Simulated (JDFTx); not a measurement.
Crystal: InP.

```
CELL_PARAMETERS angstrom
0.00000 2.93050 2.93050
2.93050 0.00000 2.93050
2.93050 2.93050 0.00000
ATOMIC_POSITIONS crystal
In 0.00000 0.00000 0.00000
P 0.75000 0.75000 0.75000
```

Program: JDFTx 1.7.0 (patched build). Alike in all runs: task single point; no spin polarisation; cell as given; k mesh 8 × 8 × 8; cutoff (eV) 952; smearing fermi-dirac 0.05 eV.

Order these runs on this cell by their pressure, lowest first.
A. level LDA; potentials or basis PseudoDojo-SR-LDA-0.4.1-standard with smoothed tails
B. level PBEsol; potentials or basis PseudoDojo-SR-PBEsol-0.4.1-standard with smoothed tails
C. level revPBE; potentials or basis PseudoDojo-SR-PBE-0.5-standard with smoothed tails
D. level BLYP; potentials or basis PseudoDojo-SR-PBE-0.5-standard with smoothed tails

A (-1.3 GPa), B (0.7 GPa), C (4.6 GPa), D (6.9 GPa).

Caveats: the potentials were made for another functional, which shifts forces and pressure (some runs).

Runs at the PBE level aren't shown here.
